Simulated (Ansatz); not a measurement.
# BN (BN (110), 1 layers): how the settings move a single-point run

Aim: see which settings change the result for BN (BN (110), 1 layers), by how much, and at what cost.

Computed with Ansatz 0.2.0 (reference: DFT, PBE, all-electron LAPW, scalar-relativistic, unless a step's input says otherwise).

## Step 1: The starting structure

It takes space group Pmm2 (No. 25, orthorhombic). Conventional cell: a = 2.563 Å, b = 16.000 Å, c = 3.625 Å, α = 90.00°, β = 90.00°, γ = 90.00°. B (site symmetry mm2) has 2 N at 1.57 Å as nearest neighbours. N (site symmetry mm2) is surrounded by 2 B at 1.57 Å.

Structure file:

```
B N
1.0
     2.56306    0.00000    0.00000
     0.00000    3.62471    0.00000
     0.00000    0.00000   16.00000
B N
1 1
Direct
  0.25000 0.12500 0.50000
  0.75000 0.87500 0.50000
```

## Step 2: Baseline

input.yaml

```yaml
crystal:
  lattice:
    - [2.563058174, 0.0, 0.0]
    - [0.0, 3.6247116308, 0.0]
    - [0.0, 0.0, 16.0]
  atoms:
    - { symbol: B, position: [0.25, 0.125, 0.5] }
    - { symbol: "N", position: [0.75, 0.875, 0.5] }
kpoints:
  mp_grid: { grid: [12, 8, 1] }
scf:
  occupations: { method: fermi_dirac, width: 0.02 }
hamiltonian:
  xc: pbe
  pseudopotentials: { kind: all_electron, lapw: { basis_error: 0.001 } }
output:
  forces: true
  stress: true
  eigenvalues: true
efield:
  axis: 3
  amplitude: 0.1
  dipole_correction: true
```

The run is started by

```bash
$ ansatz run input.yaml --threads 1 --pin off --max-ram 3584MiB --backend cpu --events-out ev --progress --plain --runs-dir out
```

## Step 3: Changed: occupations.width 0.2

Edit input.yaml of step 2 so:

```diff
@@ -11,3 +11,3 @@
 scf:
-  occupations: { method: fermi_dirac, width: 0.02 }
+  occupations: { method: fermi_dirac, width: 0.2 }
 hamiltonian:
```

What does the calculation give? Wanted: for each run, ending; energy change; gap; force.

As calculated:

| run | ending | energy change | gap (eV) | force (eV/Å) | cycles | time |
| --- | --- | --- | --- | --- | --- | --- |
| reference | converged | 0 | 0.00 | 8.21 | 10 | 23 s |
| 1: occupations.width 0.2 | converged | -0.8 meV/atom (σ→0) | 0.00 | 8.06 | 9 | 23 s |

Residual by cycle in the longest SCF loop of each run; runs are numbered as in the table. The quantity is the density residual dr2, in eV.

| cycle | reference | run 1 |
| --- | --- | --- |
| 1 | 6.77 | 6.75 |
| 2 | 10.4 | 10.1 |
| 3 | 0.132 | 0.129 |
| 4 | 0.0134 | 0.00655 |
| 5 | 0.00428 | 0.00136 |
| 6 | 1.2e-4 | 2.0e-5 |
| 7 | 7.2e-5 | 6.6e-6 |
| 8 | 1.8e-5 | 8.1e-7 |
| 9 | 1.2e-6 | 5.3e-8 |
| 10 | 1.1e-8 | - |

Changing the smearing moves the energy by -0.8 meV/atom (σ→0 values), and the largest force goes from 8.21 to 8.06 eV/Å. Cost: 9 SCF cycles against 10.
